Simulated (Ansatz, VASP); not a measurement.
## Co: VASP beside Ansatz

```
Co
1.0
    -1.44559    1.44559    1.44559
     1.44559   -1.44559    1.44559
     1.44559    1.44559   -1.44559
Co
1
Direct
  0.00000 0.00000 0.00000
```

Alike in both runs: task single point; functional BLYP; k mesh 17 × 17 × 17; occupations fermi-dirac, width 0.05 eV; collinear spin.

|  | VASP | Ansatz |
| --- | --- | --- |
| version | VASP 6.6.1 | Ansatz 0.2.0 |
| potentials or method | VASP PAW PBE potentials, release 64 (Co) | plane waves (420 eV) with PAW, scalar-relativistic |
| plane-wave cutoff (eV) | 520 | 420 |
| valence electrons in the cell | 9 | 17 |

VASP gave:

* pressure (GPa): -6.8
* net moment per atom (μB): 1.74
* size of the moment on the site where the two differ most (μB): 1.77

Estimate Ansatz's values.

pressure (GPa): -6.7; net moment per atom (μB): 1.75; size of the moment on the site where the two differ most (μB): 1.82.

Site moments also hang on the region over which each program counts them. The two sets of potentials don't hold the same shells in valence.

Caveats: the PAW data sets were made with another functional, which shifts forces and pressure a little (VASP).
